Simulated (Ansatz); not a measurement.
Crystal: Br.

```
CELL_PARAMETERS angstrom
3.36325 -2.32255 0.00000
3.36325 2.32255 0.00000
0.00000 0.00000 8.70230
ATOMIC_POSITIONS crystal
Br 0.36510 0.63490 0.39010
Br 0.13490 0.86510 0.89010
Br 0.63490 0.36510 0.60990
Br 0.86510 0.13490 0.10990
```

Base run:

| Quantity | Value |
| --- | --- |
| Program | Ansatz 0.2.0 |
| Functional | r2SCAN |
| Potentials or basis | Ansatz PAW |
| Cutoff | 500 eV (not typed: the program's choice for these potentials) |
| k mesh | 7 × 7 × 3 |
| Occupations | fermi-dirac, width 0.05 eV |
| Spin | no spin polarisation |

Its results: band gap on the k mesh 2.22 eV, indirect (least direct gap 2.24 eV); pressure 0.7 GPa; largest force 0.593 eV/Å.

Task: The run is repeated on the same cell with these changes: functional from r2SCAN to revPBE; cutoff from 500 eV (not typed: the program's choice for these potentials) to 420 eV (not typed: the program's choice for these potentials). What comes out?

Result: Band gap on the k mesh 1.96 eV, indirect (least direct gap 1.98 eV); pressure 3.1 GPa; largest force 0.850 eV/Å.

r2SCAN gives the wider gap, since meta-GGAs in the generalised Kohn-Sham scheme recover part of the derivative discontinuity.

Caveats: the PAW data sets come from PBE, with cores solved anew for the run's functional, which leaves a small shift of forces and pressure; the k mesh misses the band edges, so the gap on the mesh is wider than the one along the path (some runs).
